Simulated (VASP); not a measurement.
Write the native input for VASP 6.6.1 that does the following.

```yaml
Task: atomic charges
Functional: PBE
Potentials_or_basis: VASP PAW PBE potentials, release 64 (Al, O)
Cutoff: 520 eV
k_mesh: 5 × 3 × 7
Occupations: gaussian, width 0.02 eV
Spin: no spin polarisation
Further_INCAR_settings: ALGO = Normal; EDIFF = 1e-07
```

The structure of Al2O3 lies in POSCAR:

```
Al2O3
1.0
    4.6137770000      0.0000000000      0.0000000000
    0.0000000000      9.5632790000      0.0000000000
    0.0000000000      0.0000000000      3.1198620000
Al O
4 6
Direct
    0.9829750000      0.8245730000      0.0000000000
    0.0170250000      0.1754270000      0.0000000000
    0.4829750000      0.6754270000      0.5000000000
    0.5170250000      0.3245730000      0.5000000000
    0.5000000000      0.5000000000      0.5000000000
    0.1236350000      0.7530500000      0.5000000000
    0.3763650000      0.2530500000      0.0000000000
    0.6236350000      0.7469500000      0.0000000000
    0.0000000000      0.0000000000      0.0000000000
    0.8763650000      0.2469500000      0.5000000000
```

Measurements of this composition are mostly on another form, of space group No. 167.

These files were run (other wordings do the same):

INCAR

```
SYSTEM = Al2O3
PREC = Accurate
ENCUT = 520
EDIFF = 1E-7
ISMEAR = 0
SIGMA = 0.02
LREAL = .FALSE.
LASPH = .TRUE.
NELM = 60
ALGO = Normal
ISIF = 2
LWAVE = .FALSE.
LCHARG = .FALSE.
GGA = PE
LORBIT = 10
```

KPOINTS

```
Automatic mesh
0
G
  5 3 7
  0 0 0
```

Potentials or basis: VASP PAW PBE potentials, release 64 (Al, O).

The run is started by

```console
$ cat potpaw_PBE.64/Al/POTCAR potpaw_PBE.64/O/POTCAR > POTCAR
$ mpirun -np 1 vasp_std > vasp.out
```

It gave:

```yaml
Pressure: 0.0 GPa
Largest_force: 0.191 eV/Å
Band_gap_on_the_k_mesh: 3.51 eV, direct
Valence_electrons_inside_the_program's_atomic_spheres: Al 0.78; O 5.17
```

Caveat: an odd mesh through Γ misses points on the zone boundary, where band edges often lie.

Wall time 63 s on 1 thread of Intel(R) Xeon(R) Platinum 8488C (Sapphire Rapids) (shared host), peak memory 0.26 GiB.
